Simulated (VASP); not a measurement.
# CuAu3 under changes of volume

One of the cells (16.076 Å³/atom); the others are scaled copies at fixed shape and fractional positions:

```
Au Cu
1.0
     4.00636    0.00000    0.00000
     0.00000    4.00636    0.00000
     0.00000    0.00000    4.00636
Au Cu
3 1
Direct
  0.50000 0.50000 0.00000
  0.50000 0.00000 0.50000
  0.00000 0.50000 0.50000
  0.00000 0.00000 0.00000
```

```yaml
Program: VASP 6.6.1
Functional: PBEsol
Potentials_or_basis: VASP PAW PBE potentials, release 64 (Au, Cu)
Cutoff: 520 eV
k_mesh: 7 × 7 × 7
Occupations: fermi-dirac, width 0.05 eV
Spin: no spin polarisation
```

| volume (Å³/atom) | energy over the lowest point (meV/atom) | pressure (GPa) |
| --- | --- | --- |
| 14.816 | 26.66 | 11.3 |
| 15.131 | 8.98 | 6.6 |
| 15.446 | 0.00 | 2.5 |
| 16.076 | 3.90 | -4.3 |
| 16.392 | 14.98 | -7.0 |
| 16.707 | ? | ? |

Question: What does the run at 16.707 Å³/atom give?

Answer: Energy over the lowest point 31.11 meV/atom; pressure -9.4 GPa.

Worked out: A Birch-Murnaghan fit of order 3 (a polynomial in V^(-2/3)) to the other rows has its minimum at 15.66 Å³/atom with B0 = V·E''(V) = 175 GPa and B' = 5.8. It gives 31.06 meV/atom at 16.707 Å³/atom, against the run's 31.11, and -dE/dV = -9.3 GPa, against -9.4.

Energies are extrapolated to zero smearing.

Caveats: the PAW data sets were made with another functional, which shifts forces and pressure a little.
